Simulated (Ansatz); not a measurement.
Runs of Ansatz 0.2.0 on KCl. Symmetry: Pm-3m, No. 221, cubic system. The conventional cell has a = 3.839 Å, b = 3.839 Å, c = 3.839 Å, α = 90.00°, β = 90.00°, γ = 90.00°. K (site symmetry m-3m) has 8 Cl at 3.32 Å as nearest neighbours. Cl (site symmetry m-3m) has 8 K at 3.32 Å as nearest neighbours. Measurements of this composition are mostly on another form, of space group No. 225.

```tsv
share of exact exchange	gap on the mesh (eV)	pressure (GPa)
0.1	5.33	-0.2
0.2	(c)	-0.4
0.3	6.41	(b)
0.15	5.60	-0.3
0.05	(a)	-0.1
```

Alike in all rows: task single point; level HSE06 form with a typed share of exact exchange; potentials or basis Ansatz PAW; no spin polarisation; cell as given; k mesh 4 × 4 × 4; cutoff (eV) 420; smearing fermi-dirac 0.05 eV.

**Question.** Fill in the values left out.

**Answer.** (a) 5.06; (b) -0.5; (c) 5.87.

Caveats: the PAW data sets come from PBE, with cores solved anew for the run's functional, which leaves a small shift of forces and pressure; the thresholds are loose for stress.

A k mesh can miss the band edges.
